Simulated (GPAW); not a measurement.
The system is AgCl.

```xyz
2
Lattice="3.4340 0.0000 0.0000 0.0000 3.4340 0.0000 0.0000 0.0000 3.4340" Properties=species:S:1:pos:R:3 pbc="T T T"
Ag    0.0000    0.0000    0.0000
Cl    1.7170    1.7170    1.7170
```

Measurements of this composition are mostly on another form, of space group No. 225.

* Program: GPAW 26.7.0
* Task: relaxation of cell and atoms
* Functional: revPBE
* Potentials or basis: the program's PAW data sets (release 1.2.1) made for this functional
* Cutoff: 600 eV
* Basis: pw
* k mesh: 8 × 8 × 8
* Occupations: improved-tetrahedron-method
* Spin: no spin polarisation

At the start: pressure 2.3 GPa; volume 20.25 Å³/atom.

**Question.** Where does the relaxation end?

**Answer.** Over 4 steps the energy falls by 8.2 meV/atom and the volume is 21.35 Å³/atom (+5.5 %); space group Pm-3m (No. 221, to 0.05 Å).

Step by step:
| step | energy change (eV) | largest force (eV/Å) | pressure (GPa) | volume (Å³) |
| --- | --- | --- | --- | --- |
| 1 | 0.0000 | 0.0000 | 2.31 | 40.49 |
| 2 | -0.0035 | 0.0000 | 2.00 | 40.75 |
| 3 | -0.0162 | 0.0000 | 0.15 | 42.55 |
| 4 | -0.0164 | 0.0000 | 0.01 | 42.71 |

Final structure:
```yaml
crystal:
  lattice:
    - [3.49549, 0.00000, 0.00000]
    - [0.00000, 3.49549, 0.00000]
    - [0.00000, 0.00000, 3.49549]
  atoms:
    - { symbol: Ag, position: [0.00000, 0.00000, 0.00000] }
    - { symbol: Cl, position: [0.50000, 0.50000, 0.50000] }
```

Caveat: later steps reuse the first step's grids.
